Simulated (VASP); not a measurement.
# NbH2 (Fm-3m) in VASP: notebook

The runs below take NbH2 through single point, relaxation of cell and atoms, with PBEsol.

All numbers are computed with VASP 6.6.1; they aren't measurements. Logs are shortened: lines on timing, memory, paths and dates and some standing lists are left out, and cuts for length are marked.

## 1. The structure

It takes space group Fm-3m (No. 225, cubic). The conventional cell has a = 4.560 Å, b = 4.560 Å, c = 4.560 Å, α = 90.00°, β = 90.00°, γ = 90.00°. Nb (site symmetry m-3m) is surrounded by 8 H at 1.97 Å. H (site symmetry -43m) is surrounded by 4 Nb at 1.97 Å.

## 2. Single point, PBEsol (relaxed again under DFT PBEsol, scalar-relativistic, plane waves, PAW)

INCAR

```
PREC = Accurate
ENCUT = 520
EDIFF = 1E-7
ISMEAR = 0
SIGMA = 0.1
LREAL = F
LASPH = T
NELM = 80
ALGO = Normal
ISIF = 2
LWAVE = F
LCHARG = F
GGA = PS
NBANDS = 14
```

KPOINTS

```
regular mesh
0
Gamma
  16 16 16
```

POSCAR

```
NbH2
1.0
    0.0000000000      2.2589867020      2.2589867020
    2.2589867020      0.0000000000      2.2589867020
    2.2589867020      2.2589867020      0.0000000000
Nb H
1 2
Direct
    0.0000000000      0.0000000000      0.0000000000
    0.2500000000      0.2500000000      0.2500000000
    0.7500000000      0.7500000000      0.7500000000
```

Potentials or basis: VASP PAW PBE potentials, release 64 (Nb_sv, H).

Started as:

```sh
$ cat potpaw_PBE.64/Nb_sv/POTCAR potpaw_PBE.64/H/POTCAR > POTCAR
$ mpirun -np 1 vasp_std > vasp.out
```

OUTCAR:

```text
PREC = Accurate
   ENCUT = 520
   EDIFF = 1E-7
   ISMEAR = 0
   LREAL = F
   LASPH = T
   NELM = 80
   ISIF = 2
   GGA = PS

 ion  position               nearest neighbor table
   1  0.000  0.000  0.000-   2 1.96   3 1.96   3 1.96   3 1.96   3 1.96   2 1.96   2 1.96   2 1.96

   2  0.250  0.250  0.250-   1 1.96   1 1.96   1 1.96   1 1.96
   3  0.750  0.750  0.750-   1 1.96   1 1.96   1 1.96   1 1.96

  LATTYP: Found a face centered cubic cell.
 ALAT       =     4.5179734040

  Lattice vectors:

 A1 = (   0.0000000000,   2.2589867020,   2.2589867020)
 A2 = (   2.2589867020,   0.0000000000,   2.2589867020)
 A3 = (   2.2589867020,   2.2589867020,   0.0000000000)

Analysis of symmetry for initial positions (statically):
=====================================================================
 Subroutine PRICEL returns:
 Original cell was already a primitive cell.

 Routine SETGRP: Setting up the symmetry group for a
 face centered cubic supercell.

 Subroutine GETGRP returns: Found 48 space group operations
 (whereof 48 operations were pure point group operations)
 out of a pool of 48 trial point group operations.

The static configuration has the point symmetry O_h .

Analysis of symmetry for dynamics (positions and initial velocities):
=====================================================================
 Subroutine PRICEL returns:
 Original cell was already a primitive cell.

 Routine SETGRP: Setting up the symmetry group for a
 face centered cubic supercell.

 Subroutine GETGRP returns: Found 48 space group operations
 (whereof 48 operations were pure point group operations)
 out of a pool of 48 trial point group operations.

The dynamic configuration has the point symmetry O_h .

 Subroutine INISYM returns: Found 48 space group operations
 (whereof 48 operations are pure point group operations),
 and found     1 'primitive' translations

----------------------------------------------------------------------------------------

                                     Primitive cell

  volume of cell :      23.0553

  direct lattice vectors                    reciprocal lattice vectors
     0.000000000  2.258986702  2.258986702    -0.221338178  0.221338178  0.221338178
     2.258986702  0.000000000  2.258986702     0.221338178 -0.221338178  0.221338178
     2.258986702  2.258986702  0.000000000     0.221338178  0.221338178 -0.221338178

  length of vectors
     3.194689631  3.194689631  3.194689631     0.383368969  0.383368969  0.383368969

  position of ions in fractional coordinates (direct lattice)
     0.000000000  0.000000000  0.000000000
     0.250000000  0.250000000  0.250000000
     0.750000000  0.750000000  0.750000000

  ion indices of the primitive-cell ions
   primitive index   ion index
                 1           1
                 2           2
                 3           3

----------------------------------------------------------------------------------------

 KPOINTS: regular mesh

Automatic generation of k-mesh.
 Grid dimensions read from file:
 generate k-points for:   16   16   16

 Generating k-lattice:

  Cartesian coordinates                     Fractional coordinates (reciprocal lattice)
    -0.013833636  0.013833636  0.013833636     0.062500000  0.000000000  0.000000000
     0.013833636 -0.013833636  0.013833636     0.000000000  0.062500000  0.000000000
     0.013833636  0.013833636 -0.013833636     0.000000000  0.000000000  0.062500000

  Length of vectors
     0.023960561  0.023960561  0.023960561

  Shift w.r.t. Gamma in fractional coordinates (k-lattice)
     0.000000000  0.000000000  0.000000000

 Subroutine IBZKPT returns following result:
 ===========================================

 Found    145 irreducible k-points:

 Following reciprocal coordinates:
            Coordinates               Weight
  0.000000  0.000000  0.000000      1.000000
  0.062500  0.000000  0.000000      8.000000
  0.125000  0.000000  0.000000      8.000000
  0.187500  0.000000  0.000000      8.000000
  0.250000  0.000000  0.000000      8.000000
  0.312500  0.000000  0.000000      8.000000
[... 16 lines left out ...]
 -0.125000  0.062500  0.000000     24.000000
 -0.062500  0.062500  0.000000     12.000000
 [... further k-points ...]
   k-points           NKPTS =    145   k-points in BZ     NKDIM =    145   number of bands    NBANDS=     14
   number of dos      NEDOS =    301   number of ions     NIONS =      3
   total plane-waves  NPLWV =  13824
   dimension x,y,z NGX =    24 NGY =   24 NGZ =   24
   dimension x,y,z NGXF=    48 NGYF=   48 NGZF=   48
   ions per type =               1   2
   NGX,Y,Z   is equivalent  to a cutoff of  12.49, 12.49, 12.49 a.u.
   NGXF,Y,Z  is equivalent  to a cutoff of  24.98, 24.98, 24.98 a.u.
 SYSTEM =  unknown system
   PREC   = accura    normal or accurate (medium, high low for compatibility)
   ISTART =      0    job   : 0-new  1-cont  2-samecut
   ICHARG =      2    charge: 1-file 2-atom 10-const
   ISPIN  =      1    spin polarized calculation?
   LNONCOLLINEAR =      F non collinear calculations
   LSORBIT =      F    spin-orbit coupling
   LASPH  =      T    aspherical Exc in radial PAW
   ENCUT  =  520.0 eV  38.22 Ry    6.18 a.u.   5.94  5.94  5.94*2*pi/ulx,y,z
   NELM   =     80;   NELMIN=  2; NELMDL= -5     # of ELM steps
   EDIFF  = 0.1E-06   stopping-criterion for ELM
   LREAL  =      F    real-space projection
   EDIFFG = 0.1E-05   stopping-criterion for IOM
   NSW    =      0    number of steps for IOM
   IBRION =     -1    ionic relax: 0-MD 1-quasi-New 2-CG
   NFREE  =      0    steps in history (QN), initial steepest desc. (CG)
   ISIF   =      2    stress and relaxation
   ISYM   =      2    0-nonsym 1-usesym 2-fastsym
   POTIM  = 0.5000    time-step for ionic-motion
   TEBEG  =    0.0;   TEEND  =   0.0 temperature during run
   PSTRESS=    0.0 pullay stress
   NELECT =      15.0000    total number of electrons
   NUPDOWN=      -1.0000    fix difference up-down
   EMIN   =  10.00;   EMAX   =-10.00  energy-range for DOS
   EFERMI =   0.00;   METHOD = LEGACY
   ISMEAR =     0;   SIGMA  =   0.10  broadening in eV -4-tet -1-fermi 0-gaus
   EFERMI_NEDOS =   21; number of points for ismear=-14 and -15
   IALGO  =     38    algorithm
   IMIX   =      4    mixing-type and parameters
     AMIX     =   0.40;   BMIX     =  1.00
     AMIX_MAG =   1.60;   BMIX_MAG =  1.00
  volume/ion in A,a.u.               =       7.69        51.86
  Fermi-wavevector in a.u.,A,eV,Ry     =   1.418562  2.680693 27.379241  2.012317
  Thomas-Fermi vector in A             =   2.539674
   LORBIT       =      0    0 simple, 1 ext, 2 COOP (PROOUT), +10 PAW based schemes
   GGA     = PS    functional components
   LHFCALC =     F    Hartree Fock is set to
   AEXX    =    0.0000 exact exchange contribution
   IVDW    =     0    specifies the selected vdW correction
   LEPSILON=     F    determine dielectric tensor
   LRPA    =     F    only Hartree local field effects (RPA)
 non-spin polarized calculation
 Gauss-broadening in eV      SIGMA  =   0.10
  energy-cutoff  :      520.00
  volume of cell :       23.06
 maximum number of plane-waves:       636
   NGX = 11   NGY = 11   NGZ = 11

 number of electron      14.9999998 magnetization

 Free energy of the ion-electron system (eV)
  ---------------------------------------------------
  ext. energy  EPLUGINS =         0.00000000
  ---------------------------------------------------
  free energy    TOTEN  =       -18.50420192 eV

  energy without entropy =      -18.49993874  energy(sigma->0) =      -18.50207033

 E-fermi :  10.2319     XC(G=0): -12.3095

 val. band max:       10.2162335216   @ k =  -0.2500   0.2500   0.0625
 cond. band min:      10.2407389682   @ k =   0.5000   0.2500   0.0625
 fundamental gap:      0.0245054466
 Fermi energy:        10.2319203978

 k-point     1 :       0.0000    0.0000    0.0000
  band No.  band energies     occupation
      1     -45.0606      2.00000
      2     -20.8319      2.00000
      3     -20.8319      2.00000
      4     -20.8319      2.00000
      5      -0.6273      2.00000
      6       8.8050      2.00000
      7       8.8050      2.00000
      8       8.8050      2.00000
      9       9.1079      2.00000
     10      11.5392      0.00000
     11      11.5392      0.00000
     12      22.6936      0.00000
     13      23.6615      0.00000
     14      23.6615      0.00000

 k-point     2 :       0.0625    0.0000    0.0000
  band No.  band energies     occupation
      1     -45.0569      2.00000
      2     -20.8628      2.00000
      3     -20.8356      2.00000
      4     -20.8356      2.00000
      5      -0.5158      2.00000
      6       7.6858      2.00000
      7       8.8623      2.00000
      8       8.8623      2.00000
      9      10.3641      0.06166
     10      11.4892      0.00000
     11      11.4892      0.00000
     12      21.5982      0.00000
     13      23.8836      0.00000
     14      23.8836      0.00000

 k-point     3 :       0.1250    0.0000    0.0000
  band No.  band energies     occupation
      1     -45.0464      2.00000
      2     -20.9498      2.00000
      3     -20.8461      2.00000
      4     -20.8461      2.00000
      5      -0.1962      2.00000
      6       6.6027      2.00000
      7       9.0118      2.00000
      8       9.0118      2.00000
      9      11.3801      0.00000
     10      11.3801      0.00000
     11      11.8415      0.00000
     12      20.3355      0.00000
     13      24.5205      0.00000
     14      24.5205      0.00000

 k-point     4 :       0.1875    0.0000    0.0000
  band No.  band energies     occupation
      1     -45.0306      2.00000
      2     -21.0777      2.00000
      3     -20.8617      2.00000
      4     -20.8617      2.00000
      5       0.2835      2.00000
      6       5.7288      2.00000
      7       9.1792      2.00000
      8       9.1792      2.00000
      9      11.3277      0.00000
     10      11.3277      0.00000
     11      13.3019      0.00000
     12      19.3334      0.00000
     13      25.0310      0.00000
     14      25.4956      0.00000

 k-point     5 :       0.2500    0.0000    0.0000
  band No.  band energies     occupation
      1     -45.0118      2.00000
      2     -21.2255      2.00000
      3     -20.8801      2.00000
      4     -20.8801      2.00000
      5       0.8311      2.00000
      6       5.1194      2.00000
      7       9.2537      2.00000
      8       9.2537      2.00000
      9      11.4761      0.00000
     10      11.4761      0.00000
     11      14.5268      0.00000
[... 276 lines left out ...]
 k-point    22 :      -0.1875    0.0625    0.0000
  band No.  band energies     occupation
      1     -45.0219      2.00000
      2     -21.1325      2.00000
      3     -20.8948      2.00000
      4     -20.8605      2.00000
      5       0.5563      2.00000
      6       5.3621      2.00000
      7       9.2151      2.00000
      8       9.3089      2.00000
      9      10.9907      0.00000
     10      11.6570      0.00000
     11      13.9875      0.00000
     12      19.1332      0.00000
     13      24.0519      0.00000
     14      25.2261      0.00000

 k-point    23 :      -0.1250    0.0625    0.0000
  band No.  band energies     occupation
      1     -45.0386      2.00000
      2     -21.0018      2.00000
      3     -20.8728      2.00000
      4     -20.8458      2.00000
      5       0.0432      2.00000
      6       6.0944      2.00000
      7       9.1215      2.00000
      8       9.1270      2.00000
      9      11.0838      0.00000
     10      11.5449      0.00000
     11      12.6282      0.00000
     12      19.9143      0.00000
     13      24.2740      0.00000
     14      25.2866      0.00000

 k-point    24 :      -0.0625    0.0625    0.0000
  band No.  band energies     occupation
      1     -45.0509      2.00000
      2     -20.9064      2.00000
      3     -20.8520      2.00000
      4     -20.8370      2.00000
      5      -0.3341      2.00000
      6       6.9658      2.00000
      7       8.9470      2.00000
      8       8.9712      2.00000
      9      11.2954      0.00000
     10      11.2968      0.00000
     11      11.5337      0.00000
     12      20.8512      0.00000
     13      23.8819      0.00000
     14      24.4076      0.00000

 [... further k-points ...]

------------------------ aborting loop because EDIFF is reached ----------------------------------------

  FORCE on cell =-STRESS in cart. coord.  units (eV):
  Direction    XX          YY          ZZ          XY          YZ          ZX
  --------------------------------------------------------------------------------------
  -------------------------------------------------------------------------------------
  Total       -0.0654512     -0.0654512     -0.0654512     -0.0000000      0.0000000      0.0000000
  in kB       -4.5483844     -4.5483844     -4.5483844     -0.0000000      0.0000000      0.0000000
  external PRESSURE =      -4.5483844 kB  Pullay stress =       0.0000000 kB

 VOLUME and BASIS-vectors are now :
 -----------------------------------------------------------------------------
  energy-cutoff  :      520.00
  volume of cell :       23.06
      direct lattice vectors                 reciprocal lattice vectors
     0.000000000  2.258986702  2.258986702    -0.221338178  0.221338178  0.221338178
     2.258986702  0.000000000  2.258986702     0.221338178 -0.221338178  0.221338178
     2.258986702  2.258986702  0.000000000     0.221338178  0.221338178 -0.221338178

 POSITION                                       TOTAL-FORCE (eV/Angst)
 -----------------------------------------------------------------------------------
      0.00000      0.00000      0.00000        -0.000000     -0.000000     -0.000000
      1.12949      1.12949      1.12949        -0.000000     -0.000000      0.000000
      3.38848      3.38848      3.38848         0.000000      0.000000     -0.000000
 -----------------------------------------------------------------------------------
    total drift:                               -0.000000      0.000000      0.000000

  FREE ENERGIE OF THE ION-ELECTRON SYSTEM (eV)
  ---------------------------------------------------
  free  energy   TOTEN  =       -18.5042019228 eV

  energy  without entropy=      -18.4999387392  energy(sigma->0) =      -18.50207033
```

Wall time 18 s (1 thread of Intel Xeon 6975P-C (Granite Rapids), shared host); peak memory 0.17 GiB.

What came out:

```
Free energy            : -18.5042 eV
Pressure               : -0.5 GPa
Band gap on the k mesh : none (metal or under the smearing width)
```

Levels at points of the mesh, in eV from the Fermi level:
```tsv
k point	band 5	band 6	band 7	band 8	band 9	band 10	band 11	band 12
(0.00, 0.00, 0.00)	-10.86	-1.43	-1.43	-1.43	-1.12	1.31	1.31	12.46
(0.50, 0.00, 0.00)	-8.55	-4.93	-1.28	-1.28	2.75	2.75	5.09	6.37
(0.50, 0.50, 0.00)	-7.70	-4.99	-4.52	2.93	2.99	2.99	7.22	7.22
```

Caveat: the PAW data sets were made with another functional, which shifts forces and pressure a little.

## 3. Relaxation of cell and atoms, PBEsol

INCAR

```
PREC     = Accurate       # precision mode
ENCUT    = 600            # plane-wave cutoff, eV
EDIFF    = 1E-7           # SCF threshold, eV
ISMEAR   = 0              # smearing method
SIGMA    = 0.1            # smearing width, eV
LREAL    = False          # projectors in reciprocal space
LASPH    = True           # aspherical terms in the spheres
NELM     = 100            # most SCF steps
ALGO     = Normal         # electronic algorithm
ISIF     = 3              # what is computed and relaxed
LWAVE    = False          # write WAVECAR
LCHARG   = False          # write CHGCAR
GGA      = PS             # functional
IBRION   = 2              # ionic algorithm
NSW      = 70             # ionic steps
EDIFFG   = -0.005         # ionic threshold
```

KPOINTS

```
Automatic mesh
0
Gamma
  16 16 16
```

POSCAR

```
NbH2
1.0
    0.0000000000      2.2799277583      2.2799277583
    2.2799277583      0.0000000000      2.2799277583
    2.2799277583      2.2799277583      0.0000000000
Nb H
1 2
Direct
    0.0000000000      0.0000000000      0.0000000000
    0.2500000000      0.2500000000      0.2500000000
    0.7500000000      0.7500000000      0.7500000000
```

Potentials or basis: VASP PAW PBE potentials, release 64 (Nb_sv, H).

Started as:

```sh
$ cat potpaw_PBE.64/Nb_sv/POTCAR potpaw_PBE.64/H/POTCAR > POTCAR
$ mpirun -np 1 vasp_std > vasp.out
```

Run time: 62 s. Hardware: 1 thread of Intel Xeon 6975P-C (Granite Rapids), shared host; peak memory 0.2 GiB.

Results (log left out):

```yaml
Free_energy: -18.5058 eV
Relaxed_volume: 7.67 Å³/atom
Relaxed_cell: a = 3.193 Å, b = 3.193 Å, c = 3.193 Å, α = 60.00°, β = 60.00°, γ = 60.00°
Space_group_after_relaxing_to_0.05_Å: Fm-3m (No. 225)
Energy_gained_by_relaxing: 3.9 meV/atom
Ionic_steps: 3
Pressure_after_relaxing: 0.0 GPa
Band_gap_on_the_k_mesh: none (metal or under the smearing width)
```

The path:
| step | energy change (eV) | largest force (eV/Å) | pressure (GPa) | volume (Å³) |
| --- | --- | --- | --- | --- |
| 1 | 0.0000 | 0.0000 | -5.37 | 23.70 |
| 2 | -0.0107 | 0.0000 | 1.78 | 22.81 |
| 3 | -0.0118 | 0.0000 | 0.00 | 23.01 |

Final structure:
```
CELL_PARAMETERS angstrom
0.00000 2.25760 2.25760
2.25760 0.00000 2.25760
2.25760 2.25760 0.00000
ATOMIC_POSITIONS crystal
Nb 0.00000 0.00000 0.00000
H 0.25000 0.25000 0.25000
H 0.75000 0.75000 0.75000
```

Levels at points of the mesh, in eV from the Fermi level:
```tsv
k point	band 4	band 5	band 6	band 7	band 8	band 9	band 10	band 11
(0.00, 0.00, 0.00)	-31.06	-10.87	-1.43	-1.43	-1.43	-1.13	1.31	1.31
(0.50, 0.00, 0.00)	-31.16	-8.57	-4.93	-1.28	-1.28	2.75	2.75	5.09
(0.50, 0.50, 0.00)	-31.32	-7.71	-4.99	-4.53	2.94	3.00	3.00	7.23
```

Caveat: the PAW data sets were made with another functional, which shifts forces and pressure a little.
